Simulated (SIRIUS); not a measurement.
# SiO2 (P4_32_12) in SIRIUS: notebook, part 2 of 2

SIRIUS 7.12.0. The steps go on from the part before.

## 4. Single point, PBE

sirius.json

```json
{
  "control": {
    "processing_unit": "cpu",
    "verbosity": 2,
    "num_bands_to_print": 44,
    "print_forces": true,
    "print_stress": true
  },
  "parameters": {
    "electronic_structure_method": "pseudopotential",
    "xc_functionals": ["XC_GGA_X_PBE", "XC_GGA_C_PBE"],
    "gk_cutoff": 6.4,
    "pw_cutoff": 20.0,
    "ngridk": [3, 3, 2],
    "shiftk": [0, 0, 0],
    "smearing": "fermi_dirac",
    "smearing_width": 0.0018374661,
    "num_bands": 44,
    "num_mag_dims": 0,
    "num_dft_iter": 100,
    "energy_tol": 1e-08,
    "density_tol": 1e-06
  },
  "iterative_solver": {
    "type": "davidson",
    "min_tolerance": 1e-10
  },
  "mixer": {
    "type": "anderson",
    "beta": 0.7,
    "max_history": 8
  },
  "settings": {
    "tol_ne": 1e-10
  },
  "unit_cell": {
    "lattice_vectors": [
      [1.0, 0.0, 0.0],
      [0.0, 1.0, 0.0],
      [0.0, 0.0, 1.386949301811]
    ],
    "lattice_vectors_scale": 9.4025001785,
    "atom_coordinate_units": "lattice",
    "atom_types": ["Si", "O"],
    "atom_files": {
      "O": "O.json",
      "Si": "Si.json"
    },
    "atoms": {
      "Si": [
        [0.80324656, 0.80324656, 0.5],
        [0.69675344, 0.30324656, 0.25],
        [0.30324656, 0.69675344, 0.75],
        [0.19675344, 0.19675344, 0.0]
      ],
      "O": [
        [0.76175763, 0.11038707, 0.43204156],
        [0.88961293, 0.23824237, 0.06795844],
        [0.11038707, 0.76175763, 0.56795844],
        [0.26175763, 0.38961293, 0.81795844],
        [0.23824237, 0.88961293, 0.93204156],
        [0.73824237, 0.61038707, 0.31795844],
        [0.38961293, 0.26175763, 0.18204156],
        [0.61038707, 0.73824237, 0.68204156]
      ]
    }
  }
}
```

Potentials or basis: GBRV 1.5 PBE (ultrasoft).

Run with:

```bash
$ upf_to_json o_pbe_v1.2.uspp.F.UPF
$ upf_to_json si_pbe_v1.uspp.F.UPF
$ OMP_NUM_THREADS=4 sirius.scf --input=sirius.json --output=out.json --task=0
```

Standard output:

```text
[info] SIRIUS version : 7.12.0
[info] number of MPI ranks           : 1
[info] MPI grid                      : 1 1
[info] maximum number of OMP threads : 4
[fft] FFT context for density and potential
[fft] =====================================
[fft]   comm size                             : 1
[fft]   plane wave cutoff                     : 20
[fft]   grid size                             : 64 64 90   total : 368640
[fft]   grid limits                           : -31 32   -31 32   -44 45
[fft]   number of G-vectors within the cutoff : 77866
[fft]   local number of G-vectors             : 77866
[fft]   number of G-shells                    : 10770
[fft] FFT context for coarse grid
[fft] =====================================
[fft]   comm size                             : 1
[fft]   plane wave cutoff                     : 12.8
[... 610 lines left out ...]
[ground_state] atom:    1, force:       0.0004382     -0.0004382     -0.0000000
[ground_state] atom:    2, force:      -0.0004382      0.0004382     -0.0000000
[ground_state] atom:    3, force:       0.0004382      0.0004382     -0.0000000
[ground_state] atom:    4, force:       0.0002067      0.0010416      0.0013918
[ground_state] atom:    5, force:      -0.0010416     -0.0002067     -0.0013918
[ground_state] atom:    6, force:       0.0010416      0.0002067     -0.0013918
[ground_state] atom:    7, force:       0.0002067     -0.0010416     -0.0013918
[ground_state] atom:    8, force:      -0.0002067     -0.0010416      0.0013918
[ground_state] atom:    9, force:      -0.0002067      0.0010416     -0.0013918
[ground_state] atom:   10, force:      -0.0010416      0.0002067      0.0013918
[ground_state] atom:   11, force:       0.0010416     -0.0002067      0.0013918
[ground_state] ==== Ewald forces from ions =====
[ground_state] atom:    0, force:       0.0778758      0.0778758      0.0000000
[ground_state] atom:    1, force:      -0.0778758      0.0778758      0.0000000
[ground_state] atom:    2, force:       0.0778758     -0.0778758     -0.0000000
[ground_state] atom:    3, force:      -0.0778758     -0.0778758      0.0000000
[ground_state] atom:    4, force:       0.2226076      1.1244851      1.7621048
[ground_state] atom:    5, force:      -1.1244851     -0.2226076     -1.7621048
[ground_state] atom:    6, force:       1.1244851      0.2226076     -1.7621048
[ground_state] atom:    7, force:       0.2226076     -1.1244851     -1.7621048
[ground_state] atom:    8, force:      -0.2226076     -1.1244851      1.7621048
[ground_state] atom:    9, force:      -0.2226076      1.1244851     -1.7621048
[ground_state] atom:   10, force:      -1.1244851      0.2226076      1.7621048
[ground_state] atom:   11, force:       1.1244851     -0.2226076      1.7621048
[~DFT_ground_state] local op. applied: 15692
[~DFT_ground_state] evp. work count: 1465.04
[~DFT_ground_state] number of iterative solver steps: 483
```

Wall time 33 s (4 threads of Intel Xeon Platinum 8488C (Sapphire Rapids), shared host); peak memory 0.95 GiB.

What came out:

| Quantity | Value |
| --- | --- |
| Free energy | -4055.5650 eV |
| Pressure | 5.0 GPa |
| Largest force | 0.297 eV/Å |
| Band gap on the k mesh | 5.76 eV, direct |

Forces on the atoms (eV/Å):
```
Si  -0.042 -0.042  0.000
Si   0.042 -0.042  0.000
Si  -0.042  0.042  0.000
Si   0.042  0.042  0.000
O    0.044  0.170  0.239
O   -0.170 -0.044 -0.239
O    0.170  0.044 -0.239
O    0.044 -0.170 -0.239
O   -0.044 -0.170  0.239
O   -0.044  0.170 -0.239
O   -0.170  0.044  0.239
O    0.170 -0.044  0.239
```

Stress tensor (GPa, compression positive):
```
4.95 0.00 0.00
0.00 4.95 0.00
0.00 0.00 5.15
```

Caveat: the k mesh is coarse (spacing up to 0.46 Å⁻¹), so the values aren't converged.

## 5. Single point, PBE

Changes to sirius.json since step 4:

```diff
@@ -11,4 +11,4 @@
     "xc_functionals": ["XC_GGA_X_PBE", "XC_GGA_C_PBE"],
-    "gk_cutoff": 6.4,
-    "pw_cutoff": 20.0,
+    "gk_cutoff": 9.2,
+    "pw_cutoff": 18.4,
     "ngridk": [3, 3, 2],
@@ -33,3 +33,4 @@
   "settings": {
-    "tol_ne": 1e-10
+    "tol_ne": 1e-10,
+    "pseudo_grid_cutoff": 6.5
   },
```

Potentials or basis: SG15 1.2 PBE (norm-conserving).

Run with:

```bash
$ upf_to_json O_ONCV_PBE-1.2.upf
$ upf_to_json Si_ONCV_PBE-1.2.upf
$ OMP_NUM_THREADS=4 sirius.scf --input=sirius.json --output=out.json --task=0
```

Run time: 35 s. Hardware: 4 threads of Intel Xeon Platinum 8488C (Sapphire Rapids), shared host; peak memory 0.54 GiB.

Results (log left out):

- Free energy: -3923.7750 eV
- Pressure: 5.8 GPa
- Largest force: 0.341 eV/Å
- Band gap on the k mesh: 5.77 eV, direct

Forces on the atoms (eV/Å):
```
Si  -0.031 -0.031  0.000
Si   0.031 -0.031  0.000
Si  -0.031  0.031  0.000
Si   0.031  0.031  0.000
O    0.047  0.199  0.273
O   -0.199 -0.047 -0.273
O    0.199  0.047 -0.273
O    0.047 -0.199 -0.273
O   -0.047 -0.199  0.273
O   -0.047  0.199 -0.273
O   -0.199  0.047  0.273
O    0.199 -0.047  0.273
```

Stress tensor (GPa, compression positive):
```
5.72 0.00 0.00
0.00 5.72 0.00
0.00 0.00 5.91
```

Levels at points of the mesh, in eV from the valence-band top:
| k point | band 28 | band 29 | band 30 | band 31 | band 32 | band 33 | band 34 | band 35 | band 36 | band 37 |
| --- | --- | --- | --- | --- | --- | --- | --- | --- | --- | --- |
| (0.00, 0.00, 0.00) | -1.27 | -0.69 | -0.31 | -0.31 | 0.00 | 5.77 | 8.91 | 8.91 | 9.36 | 9.36 |
| (0.00, 0.00, 0.50) | -0.85 | -0.54 | -0.54 | -0.39 | -0.39 | 7.03 | 7.03 | 9.51 | 9.51 | 9.81 |

Caveat: the k mesh is coarse (spacing up to 0.46 Å⁻¹), so the values aren't converged.

## 6. Single point, PBE

Changes to sirius.json since step 5:

```diff
@@ -11,4 +11,4 @@
     "xc_functionals": ["XC_GGA_X_PBE", "XC_GGA_C_PBE"],
-    "gk_cutoff": 9.2,
-    "pw_cutoff": 18.4,
+    "gk_cutoff": 9.6,
+    "pw_cutoff": 19.2,
     "ngridk": [3, 3, 2],
@@ -38,7 +38,6 @@
     "lattice_vectors": [
-      [1.0, 0.0, 0.0],
-      [0.0, 1.0, 0.0],
-      [0.0, 0.0, 1.386949301811]
+      [9.40250017855, 0.0, 0.0],
+      [0.0, 9.40250017855, 0.0],
+      [0.0, 0.0, 13.040791057922]
     ],
-    "lattice_vectors_scale": 9.4025001785,
     "atom_coordinate_units": "lattice",
```

Potentials or basis: PseudoDojo 0.4 PBE stringent (scalar relativistic).

Run with:

```bash
$ upf_to_json O.upf
$ upf_to_json Si.upf
$ OMP_NUM_THREADS=4 sirius.scf --input=sirius.json --output=out.json --task=0
```

Standard output:

```text
[info] SIRIUS version : 7.12.0
[info] number of MPI ranks           : 1
[info] MPI grid                      : 1 1
[info] maximum number of OMP threads : 4
[fft] FFT context for density and potential
[fft] =====================================
[fft]   comm size                             : 1
[fft]   plane wave cutoff                     : 19.2
[fft]   grid size                             : 60 60 90   total : 324000
[fft]   grid limits                           : -29 30   -29 30   -44 45
[fft]   number of G-vectors within the cutoff : 68900
[fft]   local number of G-vectors             : 68900
[fft]   number of G-shells                    : 9568
[fft] FFT context for coarse grid
[fft] =====================================
[fft]   comm size                             : 1
[fft]   plane wave cutoff                     : 19.2
[... 531 lines left out ...]
[ground_state] atom:    2, force:      -0.0003360      0.0003360      0.0000000
[ground_state] atom:    3, force:       0.0003360      0.0003360      0.0000000
[ground_state] atom:    4, force:       0.0013291      0.0066374      0.0089312
[ground_state] atom:    5, force:      -0.0066374     -0.0013291     -0.0089312
[ground_state] atom:    6, force:       0.0066374      0.0013291     -0.0089312
[ground_state] atom:    7, force:       0.0013291     -0.0066374     -0.0089312
[ground_state] atom:    8, force:      -0.0013291     -0.0066374      0.0089312
[ground_state] atom:    9, force:      -0.0013291      0.0066374     -0.0089312
[ground_state] atom:   10, force:      -0.0066374      0.0013291      0.0089312
[ground_state] atom:   11, force:       0.0066374     -0.0013291      0.0089312
[ground_state] ==== Ewald forces from ions =====
[ground_state] atom:    0, force:       0.0778758      0.0778758     -0.0000000
[ground_state] atom:    1, force:      -0.0778758      0.0778758      0.0000000
[ground_state] atom:    2, force:       0.0778758     -0.0778758      0.0000000
[ground_state] atom:    3, force:      -0.0778758     -0.0778758      0.0000000
[ground_state] atom:    4, force:       0.2226076      1.1244851      1.7621048
[ground_state] atom:    5, force:      -1.1244851     -0.2226076     -1.7621048
[ground_state] atom:    6, force:       1.1244851      0.2226076     -1.7621048
[ground_state] atom:    7, force:       0.2226076     -1.1244851     -1.7621048
[ground_state] atom:    8, force:      -0.2226076     -1.1244851      1.7621048
[ground_state] atom:    9, force:      -0.2226076      1.1244851     -1.7621048
[ground_state] atom:   10, force:      -1.1244851      0.2226076      1.7621048
[ground_state] atom:   11, force:       1.1244851     -0.2226076      1.7621048
[~DFT_ground_state] local op. applied: 10449
[~DFT_ground_state] evp. work count: 966.49
[~DFT_ground_state] number of iterative solver steps: 326
```

It took 38 s on 4 threads of Intel Xeon Platinum 8488C (Sapphire Rapids), shared host; peak memory 0.89 GiB.

Results:

| Property | Result |
| --- | --- |
| Free energy | -4086.0918 eV |
| Pressure | 4.5 GPa |
| Largest force | 0.254 eV/Å |
| Band gap on the k mesh | 5.76 eV, direct |

Forces on the atoms (eV/Å):
```
Si  -0.035 -0.035  0.000
Si   0.035 -0.035  0.000
Si  -0.035  0.035  0.000
Si   0.035  0.035  0.000
O    0.040  0.146  0.204
O   -0.146 -0.040 -0.204
O    0.146  0.040 -0.204
O    0.040 -0.146 -0.204
O   -0.040 -0.146  0.204
O   -0.040  0.146 -0.204
O   -0.146  0.040  0.204
O    0.146 -0.040  0.204
```

Stress tensor (GPa, compression positive):
```
4.47 0.00 0.00
0.00 4.47 0.00
0.00 0.00 4.65
```

Levels at points of the mesh, in eV from the valence-band top:
| k point | band 29 | band 30 | band 31 | band 32 | band 33 | band 34 | band 35 | band 36 |
| --- | --- | --- | --- | --- | --- | --- | --- | --- |
| (0.00, 0.00, 0.00) | -0.69 | -0.31 | -0.31 | 0.00 | 5.76 | 8.85 | 8.85 | 9.32 |
| (0.00, 0.00, 0.50) | -0.55 | -0.55 | -0.39 | -0.39 | 7.02 | 7.02 | 9.44 | 9.44 |

Caveat: the k mesh is coarse (spacing up to 0.46 Å⁻¹), so the values aren't converged. As with any semilocal functional, this PBE gap is likely too small.

## 7. The runs side by side

| potentials or basis | cutoff (eV) | radial cutoff for the potentials' integrals | gap on the mesh (eV) | pressure (GPa) | largest force (eV/Å) |
| --- | --- | --- | --- | --- | --- |
| SPMS 1.0 PBE (norm-conserving) | 1152 | 6.5 bohr | 5.77 | 4.3 | 0.24 |
| SSSP 1.3.0 PBE efficiency | 828 | - | 5.73 | 5.0 | 0.30 |
| GBRV 1.5 PBE (ultrasoft) | 557 | - | 5.76 | 5.0 | 0.30 |
| SG15 1.2 PBE (norm-conserving) | 1152 | 6.5 bohr | 5.77 | 5.8 | 0.34 |
| PseudoDojo 0.4 PBE stringent (scalar relativistic) | 1254 | 6.5 bohr | 5.76 | 4.5 | 0.25 |

Alike in all rows: task single point; level PBE; no spin polarisation; cell as given; k mesh 3 × 3 × 2; smearing fermi-dirac 0.05 eV; the mesh is coarse, so values aren't converged.

Caveats: all runs use coarse meshes.

Total energies depend on the potentials used, so only differences within one code and one set of settings carry meaning.
